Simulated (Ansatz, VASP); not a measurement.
# BN: VASP beside Ansatz

```
B N
1.0
     2.46976    0.00000    0.00000
    -1.23488    2.13887    0.00000
     0.00000    0.00000    5.99454
B N
2 2
Direct
  0.33333 0.66667 0.25000
  0.66667 0.33333 0.75000
  0.33333 0.66667 0.75000
  0.66667 0.33333 0.25000
```

Alike in both runs: task relaxation of shape and atoms at fixed volume; functional PBE; dispersion D3(BJ); k mesh 12 × 12 × 4; occupations gaussian, width 0.02 eV; no spin polarisation.

|  | VASP | Ansatz |
| --- | --- | --- |
| version | VASP 6.6.1 | Ansatz 0.2.0 |
| potentials or method | VASP PAW PBE potentials, release 64 (B, N) | scalar-relativistic, plane waves, PAW |
| plane-wave cutoff (eV) | 600 | 420 |
| valence electrons in the cell | 16 | 16 |

|  | VASP | Ansatz | Ansatz less VASP |
| --- | --- | --- | --- |
| gap on the k mesh at the Fermi level, each at its own relaxed structure (eV) | 4.10 | 4.11 | +0.008 |
| relaxed volume (Å³/atom) | 7.92 | 7.92 | 0.000 |
| relaxed cell length with the largest relative difference (Å) | 5.880 | 5.883 | +0.0030 |
| energy change over the relaxation (meV/atom) | -7 | -6 | +0.2 |

A k mesh can miss the band edges.
